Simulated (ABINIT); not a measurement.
# ZnS (F-43m) in ABINIT: notebook

Aim: see how the results for ZnS move with the level of theory and the settings. Levels: PBE, r2SCAN, PBEsol. Tasks: single point.

All numbers are computed with ABINIT 10.8.3 (patched build); they aren't measurements. Logs are shortened: lines on timing, memory, paths and dates and some standing lists are left out, and cuts for length are marked. The log counts tension as positive stress, the text compression.

**The experiment to reproduce.**

“Electronic, vibrational, and thermodynamic properties of ZnS (zincblende and rocksalt structure)”, 2009, arxiv:0911.5022 quotes, for a bulk crystal of ZnS at 19 K: band gap 3.85 eV (direct).

The runs below are set against these values where they give the same quantity.

## (1) The structure

The structure is cubic, space group F-43m (No. 216). The conventional cell has a = 5.404 Å, b = 5.404 Å, c = 5.404 Å, α = 90.00°, β = 90.00°, γ = 90.00°. Around Zn (site symmetry -43m) lie 4 S at 2.34 Å. S (site symmetry -43m) has 4 Zn at 2.34 Å as nearest neighbours.

## (2) Single point, PBE

The input, run.abi:

```
# Pseudopotentials
pp_dirpath "./"
pseudos "Zn.GGA_PBE-JTH.xml, S.GGA_PBE-JTH.xml"

# Structure
acell 7.2210310021 7.2210310021 7.2210310021
rprim
     0.0000000000     0.7071067812     0.7071067812
     0.7071067812     0.0000000000     0.7071067812
     0.7071067812     0.7071067812     0.0000000000
ntypat 2
znucl 30 16
natom 2
typat 1 2
xred
     0.7500000000     0.7500000000     0.7500000000
     0.0000000000     0.0000000000     0.0000000000

# Plane-wave basis
ecut 20.0
pawecutdg 40.0

# k points
kptopt 1
ngkpt 5 5 5
nshiftk 1
shiftk 0.0 0.0 0.0

# Exchange and correlation
ixc 11

# Bands and occupations
nband 13
occopt 3
tsmear 0.00183747

# SCF cycle
nstep 100
tolvrs 1.0e-9

# Output
iomode 3
prtwf 0
prteig 0
prtebands 0
enunit 2
prtvol 2
prtden 1
prtvha 1
prtvclmb 1
prtpot 1
```

Potentials or basis: JTH PAW PBE v2.0.

Command:

```console
> abinit run.abi > log 2>&1
```

run.abo:

```text
.Version 10.8.3 of ABINIT
 Symmetries : space group F-4 3 m (#216); Bravais cF (face-center cubic)
================================================================================
 Values of the parameters that define the memory need of the present run
     intxc =       0    ionmov =       0      iscf =      17    lmnmax =      18
     lnmax =       6     mgfft =      30  mpssoang =       3    mqgrid =    3001
     natom =       2  nloc_mem =       2    nspden =       1   nspinor =       1
    nsppol =       1      nsym =      24    n1xccc =       1    ntypat =       2
    occopt =       3   xclevel =       2
       mpw =        1149          nfft =       27000          nkpt =          10
 PAW method is used; the additional fine FFT grid is defined by:
   mgfftf=        45    nfftf =     91125
================================================================================
================================================================================

--------------------------------------------------------------------------------
------------- Echo of variables that govern the present computation ------------
--------------------------------------------------------------------------------
 -outvars: echo values of preprocessed input variables --------
            acell      7.2210310021E+00  7.2210310021E+00  7.2210310021E+00 Bohr
              amu      6.53900000E+01  3.20660000E+01
             ecut      2.00000000E+01 Hartree
           enunit           2
              ixc          11
         kptrlatt        5    0    0      0    5    0      0    0    5
          kptrlen      3.61051550E+01
            natom           2
            nband          13
            ngfft          30      30      30
          ngfftdg          45      45      45
             nkpt          10
            nstep         100
             nsym          24
           ntypat           2
           occopt           3
        pawecutdg      4.00000000E+01 Hartree
         pawxcdev           0
        prtebands           0
           prteig           0
           prtpot           1
         prtvclmb           1
           prtvha           1
           prtvol           2
            prtwf           0
            rprim      0.0000000000E+00  7.0710678120E-01  7.0710678120E-01
                       7.0710678120E-01  0.0000000000E+00  7.0710678120E-01
                       7.0710678120E-01  7.0710678120E-01  0.0000000000E+00
          spgroup         216
           tolvrs      1.00000000E-09
           tsmear      1.83747000E-03 Hartree
            typat      1  2
           useylm           1
           xangst      4.0529999973E+00  4.0529999973E+00  4.0529999973E+00
                       0.0000000000E+00  0.0000000000E+00  0.0000000000E+00
            xcart      7.6590599833E+00  7.6590599833E+00  7.6590599833E+00
                       0.0000000000E+00  0.0000000000E+00  0.0000000000E+00
             xred      7.5000000000E-01  7.5000000000E-01  7.5000000000E-01
                       0.0000000000E+00  0.0000000000E+00  0.0000000000E+00
            znucl       30.00000   16.00000

================================================================================

 chkinp: Checking input parameters for consistency.

================================================================================
== DATASET  1 ==================================================================

--- !DatasetInfo
iteration_state: {dtset: 1, }
dimensions: {natom: 2, nkpt: 10, mband: 13, nsppol: 1, nspinor: 1, nspden: 1, mpw: 1149, }
cutoff_energies: {ecut:  20.0, pawecutdg:  40.0, }
electrons: {nelect:   1.80000000E+01, charge:   0.00000000E+00, occopt:   3.00000000E+00, tsmear:   1.83747000E-03, }
meta: {optdriver: 0, ionmov: 0, optcell: 0, iscf: 17, paral_kgb: 0, }
...

 Exchange-correlation functional for the present dataset will be:
  GGA: Perdew-Burke-Ernzerhof functional - ixc=11
  J.P.Perdew, K.Burke, M.Ernzerhof, PRL 77, 3865 (1996)

 Real(R)+Recip(G) space primitive vectors, cartesian coordinates (Bohr,Bohr^-1):
 R(1)=  0.0000000  5.1060400  5.1060400  G(1)= -0.0979232  0.0979232  0.0979232
 R(2)=  5.1060400  0.0000000  5.1060400  G(2)=  0.0979232 -0.0979232  0.0979232
 R(3)=  5.1060400  5.1060400  0.0000000  G(3)=  0.0979232  0.0979232 -0.0979232
 Unit cell volume ucvol=  2.6624572E+02 bohr^3
 Angles (23,13,12)=  6.00000000E+01  6.00000000E+01  6.00000000E+01 degrees

 Coarse grid specifications (used for wave-functions):

 getcut: wavevector=  0.0000  0.0000  0.0000  ngfft=  30  30  30
[... 176 lines left out ...]
  -0.27734   -0.03714   -0.03603   -0.03603   -0.01952   -0.01952    0.11632    0.18304
   0.18304    0.31872    0.43461    0.44786    0.44786
      occupation numbers for kpt#   2
   2.00000    2.00000    2.00000    2.00000    2.00000    2.00000    2.00000    2.00000
   2.00000    0.00000    0.00000    0.00000    0.00000
 kpt#   3, nband= 13, wtk=  0.06400, kpt=  0.4000  0.0000  0.0000 (reduced coord)
  -0.25753   -0.03384   -0.03384   -0.02513   -0.01865   -0.01865    0.02573    0.16607
   0.16607    0.31825    0.45070    0.45070    0.50635
      occupation numbers for kpt#   3
   2.00000    2.00000    2.00000    2.00000    2.00000    2.00000    2.00000    2.00000
[... 28 lines left out ...]
      occupation numbers for kpt#   8
   2.00000    2.00000    2.00000    2.00000    2.00000    2.00000    2.00000    2.00000
   2.00000    0.00000    0.00000    0.00000    0.00000
 kpt#   9, nband= 13, wtk=  0.09600, kpt= -0.4000  0.4000  0.0000 (reduced coord)
  -0.24249   -0.03569   -0.02665   -0.02424   -0.01774   -0.00743    0.02622    0.08683
   0.12366    0.34041    0.39310    0.55134    0.57106
      occupation numbers for kpt#   9
   2.00000    2.00000    2.00000    2.00000    2.00000    2.00000    2.00000    2.00000
   2.00000    0.00000    0.00000    0.00000    0.00000
 kpt#  10, nband= 13, wtk=  0.19200, kpt= -0.4000  0.4000  0.2000 (reduced coord)
  -0.24524   -0.03328   -0.02942   -0.02344   -0.01892   -0.01085    0.03297    0.09180
   0.12038    0.39591    0.40405    0.45951    0.55773
      occupation numbers for kpt#  10
   2.00000    2.00000    2.00000    2.00000    2.00000    2.00000    2.00000    2.00000
   2.00000    0.00000    0.00000    0.00000    0.00000
 Fermi (or HOMO) energy (eV) =   6.38902   Average Vxc (eV)=  -9.35237
 Eigenvalues (   eV  ) for nkpt=  10  k points:
 kpt#   1, nband= 13, wtk=  0.00800, kpt=  0.0000  0.0000  0.0000 (reduced coord)
  -7.83129   -1.02838   -1.02838   -1.02838   -0.53008   -0.53008    5.31459    5.31459
   5.31459    7.40789   11.67859   11.67859   11.67859
 kpt#   2, nband= 13, wtk=  0.06400, kpt=  0.2000  0.0000  0.0000 (reduced coord)
  -7.54690   -1.01061   -0.98047   -0.98047   -0.53117   -0.53117    3.16510    4.98074
   4.98074    8.67271   11.82635   12.18696   12.18696
 kpt#   3, nband= 13, wtk=  0.06400, kpt=  0.4000  0.0000  0.0000 (reduced coord)
  -7.00786   -0.92072   -0.92072   -0.68372   -0.50759   -0.50759    0.70018    4.51913
   4.51913    8.65996   12.26411   12.26411   13.77841
 kpt#   4, nband= 13, wtk=  0.04800, kpt=  0.2000  0.2000  0.0000 (reduced coord)
  -7.45181   -1.06829   -0.93133   -0.93133   -0.56374   -0.50392    3.33356    4.41893
   4.41893    9.48402   10.27553   13.13957   13.13957
 kpt#   5, nband= 13, wtk=  0.19200, kpt=  0.4000  0.2000  0.0000 (reduced coord)
  -6.98658   -0.98422   -0.84975   -0.80571   -0.51483   -0.48595    1.49331    3.63330
   3.92983    9.69653   10.99756   12.88570   13.70324
 kpt#   6, nband= 13, wtk=  0.19200, kpt= -0.4000  0.2000  0.0000 (reduced coord)
  -6.78130   -0.90992   -0.84642   -0.57795   -0.51390   -0.31774    0.46016    2.99338
   4.10676    9.81661   11.59047   13.24791   13.92465
 kpt#   7, nband= 13, wtk=  0.09600, kpt= -0.2000  0.2000  0.0000 (reduced coord)
  -7.16727   -0.92807   -0.91966   -0.90385   -0.55125   -0.49202    2.02332    3.44199
   4.74827    9.88653   11.86313   12.26204   12.69714
 kpt#   8, nband= 13, wtk=  0.04800, kpt=  0.4000  0.4000  0.0000 (reduced coord)
  -6.73102   -1.06509   -0.72776   -0.72776   -0.46186   -0.45364    1.21961    3.27138
   3.27138    8.90333    9.54897   15.52711   16.14414
 kpt#   9, nband= 13, wtk=  0.09600, kpt= -0.4000  0.4000  0.0000 (reduced coord)
  -6.59854   -0.97106   -0.72529   -0.65950   -0.48268   -0.20225    0.71351    2.36271
   3.36506    9.26291   10.69672   15.00260   15.53939
 kpt#  10, nband= 13, wtk=  0.19200, kpt= -0.4000  0.4000  0.2000 (reduced coord)
  -6.67330   -0.90568   -0.80044   -0.63795   -0.51493   -0.29527    0.89729    2.49812
   3.27574   10.77323   10.99465   12.50380   15.17653
 Total charge density [el/Bohr^3]
)     Maximum=    1.9382E+00  at reduced coord.    0.7556    0.7556    0.7556
)Next maximum=    1.9382E+00  at reduced coord.    0.7333    0.7556    0.7556
)     Minimum=   -2.2889E-01  at reduced coord.    0.0000    0.0000    0.0000
)Next minimum=   -2.0507E-01  at reduced coord.    0.0222    0.0000    0.0000
   Integrated=    1.8000E+01

--- !EnergyTerms
iteration_state     : {dtset: 1, }
comment             : Components of total free energy in Hartree
kinetic             :  1.10232386078902E+01
hartree             :  2.12202347508999E+01
xc                  : -5.44048215146499E+00
Ewald energy        : -4.60608394705395E+01
psp_core            :  7.76162074695155E-01
local_psp           : -7.44858792649108E+01
PAW spherical_terms :  1.82729896527728E+01
internal            : -7.46945758006572E+01
'-kT*entropy'       : -1.81589131997905E-12
total_energy        : -7.46945758006590E+01
total_energy_eV     : -2.03254295259144E+03
...

--- !EnergyTermsDC
iteration_state     : {dtset: 1, }
comment             : '"Double-counting" decomposition of free energy'
band_energy         : -1.28382278811319E-01
Ewald energy        : -4.60608394705395E+01
psp_core            :  7.76162074695155E-01
xc_dc               : -2.07411724095570E+01
PAW spherical_terms : -8.54032791256818E+00
internal            : -7.46945599967808E+01
'-kT*entropy'       : -1.81589131997905E-12
total_energy_dc     : -7.46945599967826E+01
total_energy_dc_eV  : -2.03254252254605E+03
...

--- !EnergyTermsWithPAWCore
iteration_state     : {dtset: 1, }
comment             : 'Components of total free energy, including PAW core contributions'
Total energy        : -2.19531507495954E+03
Total energy DC     : -2.19531505915567E+03
Total energy (eV)   : -5.97375664363489E+04
Total energy DC (eV): -5.97375660063035E+04
...

 Cartesian components of stress tensor (hartree/bohr^3)
  sigma(1 1)= -3.95401441E-05  sigma(3 2)=  0.00000000E+00
  sigma(2 2)= -3.95401441E-05  sigma(3 1)=  0.00000000E+00
  sigma(3 3)= -3.95401441E-05  sigma(2 1)=  0.00000000E+00

-Cartesian components of stress tensor (GPa)         [Pressure=  1.1633E+00 GPa]
- sigma(1 1)= -1.16331120E+00  sigma(3 2)=  0.00000000E+00
- sigma(2 2)= -1.16331120E+00  sigma(3 1)=  0.00000000E+00
- sigma(3 3)= -1.16331120E+00  sigma(2 1)=  0.00000000E+00

== END DATASET(S) ==============================================================
================================================================================

 -outvars: echo values of variables after computation  --------
            acell      7.2210310021E+00  7.2210310021E+00  7.2210310021E+00 Bohr
           etotal     -7.4694559997E+01
            fcart     -2.0599418387E-30  2.8839185741E-30 -4.1198836773E-31
                       2.0599418387E-30 -2.8839185741E-30  4.1198836773E-31
            rprim      0.0000000000E+00  7.0710678120E-01  7.0710678120E-01
                       7.0710678120E-01  0.0000000000E+00  7.0710678120E-01
                       7.0710678120E-01  7.0710678120E-01  0.0000000000E+00
           strten     -3.9540144110E-05 -3.9540144110E-05 -3.9540144110E-05
                       0.0000000000E+00  0.0000000000E+00  0.0000000000E+00
           xangst      4.0529999973E+00  4.0529999973E+00  4.0529999973E+00
                       0.0000000000E+00  0.0000000000E+00  0.0000000000E+00
             xred      7.5000000000E-01  7.5000000000E-01  7.5000000000E-01
                       0.0000000000E+00  0.0000000000E+00  0.0000000000E+00
 Calculation completed.
```

It took 12 s on 1 thread of Intel Xeon 6975P-C (Granite Rapids), shared host; peak memory 0.1 GiB.

What came out:

```yaml
Free_energy: -2032.5425 eV
Band_gap_on_the_k_mesh: 2.09 eV, direct
Valence_electrons_inside_the_program's_atomic_spheres: Zn 10.79; S 3.61
```

Levels at points of the mesh, in eV from the valence-band top:
```
           k point  band 7  band 8  band 9  band 10  band 11  band 12
(0.00, 0.00, 0.00)    0.00    0.00    0.00     2.09     6.36     6.36
```

Caveat: the cutoff is too short for stress, so the log's stress isn't used.

## (3) Single point, PBE

The input, run.abi:

```
pp_dirpath "./"
pseudos "Zn.GGA_PBE-JTH.xml, S.GGA_PBE-JTH.xml"

acell 3*1.0 Angstrom
rprim
     0.0000000000     2.7020000000     2.7020000000
     2.7020000000     0.0000000000     2.7020000000
     2.7020000000     2.7020000000     0.0000000000
ntypat 2
znucl 30 16
natom 2
typat 1 2
xcart
     4.0530000000     4.0530000000     4.0530000000
     0.0000000000     0.0000000000     0.0000000000 Angstrom

ecut 20.0
pawecutdg 40.0

kptopt 1
ngkpt 7 7 7
nshiftk 1
shiftk 0.0 0.0 0.0

ixc 11

nband 13
occopt 3
tsmear 0.05 eV

nstep 100
tolvrs 1.0e-9

iomode 3
prtwf 0
prtden 0
prteig 0
prtebands 0
enunit 1
```

Potentials or basis: JTH PAW PBE v2.0.

Command:

```console
> abinit run.abi > log 2>&1
```

It took 15 s on 1 thread of Intel Xeon 6975P-C (Granite Rapids), shared host; peak memory 0.1 GiB.

It converged, with:

| Property | Result |
| --- | --- |
| Free energy | -2032.5534 eV |
| Band gap on the k mesh | 2.10 eV, direct |
| Valence electrons inside the program's atomic spheres | Zn 10.79; S 3.61 |

Levels at points of the mesh, in eV from the valence-band top:
```tsv
k point	band 5	band 6	band 7	band 8	band 9	band 10	band 11	band 12	band 13
(0.00, 0.00, 0.00)	-5.84	-5.84	0.00	0.00	0.00	2.10	6.37	6.37	6.37
```

Caveat: the cutoff is too short for stress, so the log's stress isn't used.

[end of part 1 of 3]
